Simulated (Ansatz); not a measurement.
Turn this script for the Python package of Ansatz (0.2.0) into the input file that the command-line program reads.

The script, `wannier.py`:
```python
# -*- coding: utf-8 -*-
"""Localising the top valence bands of BaO."""

from pathlib import Path

import ansatz as az
import tomllib


def main():
    xtal = (
        az.Lattice.of([0.0, 2.75, 2.75], [2.75, 0.0, 2.75], [2.75, 2.75, 0.0])
        .atom("Ba", [0.0, 0.0, 0.0])
        .atom("O", [0.5, 0.5, 0.5])
    )

    model = (
        xtal.calculation()
        .functional("lda")
        .kpoints(4, center="gamma")
        .scf(tolerance=1e-05, extra_bands=2, lower_state_search="light")
        .basis(530)
        .occupations("fixed")
        .wannier(mesh=(4, 4, 4), projections=[az.TrialShell("O", "p")], minimise=True)
    )
    res = model.run(threads=1, runs_dir="w90")
    spreads = tomllib.loads(Path(res.output_folder, "results", "wannier.spreads.toml").read_text())
    print("converged:", spreads["converged"], "in", spreads["n_iter"], "steps; least projectability", round(spreads["least_projectability"], 3))
    print("invariant, diagonal, off-diagonal spread (A^2):", *(round(spreads[k], 4) for k in ("omega_i_ang2", "omega_d_ang2", "omega_od_ang2")))
    for function in spreads["wannier"]:
        print("centre", [round(v, 3) for v in function["r"]], "spread", round(function["spread"], 4))


if __name__ == "__main__":
    main()
```

```console
$ python wannier.py
converged: True in 26 steps; least projectability 0.845
invariant, diagonal, off-diagonal spread (A^2): 4.7981 0.0 0.0167
centre [2.75, 2.75, 2.75] spread 1.6049
centre [2.75, 2.75, 2.75] spread 1.6049
centre [2.75, 2.75, 2.75] spread 1.6049
```

`input.yaml`:
```yaml
crystal:
  lattice:
    - [0.0, 2.75, 2.75]
    - [2.75, 0.0, 2.75]
    - [2.75, 2.75, 0.0]
  atoms:
    - { symbol: Ba, position: [0.0, 0.0, 0.0] }
    - { symbol: O, position: [0.5, 0.5, 0.5] }
basis:
  ecutwfc: 530.0
kpoints:
  mp_grid:
    grid: [4, 4, 4]
    shift: [0.0, 0.0, 0.0]
hamiltonian:
  xc: lda
scf:
  n_extra_bands: 2
  convergence:
    dr2_threshold: 1.0e-05
  lower_state_search: light
  occupations:
    method: fixed
output:
  wannier:
    kmesh: [4, 4, 4]
    projections:
      - { species: O, l: p }
    minimise: true
```

Reading the output:
- The settings weren't tested for convergence.
- The k-point mesh is coarse, and energy and stress weren't tested for convergence.
- The structure is a deposited one; some such entries were measured under pressure or heat, so a shift against it needn't be the functional's error alone.
- Wall time of the script: 1.6 s on 1 thread of Arm Neoverse V1, on a shared host, peak memory 0.32 GiB.

(A comment or docstring line of the script was reworded after the run, the code is as it ran; lines on the test bed's own set-up are left out of the output.)
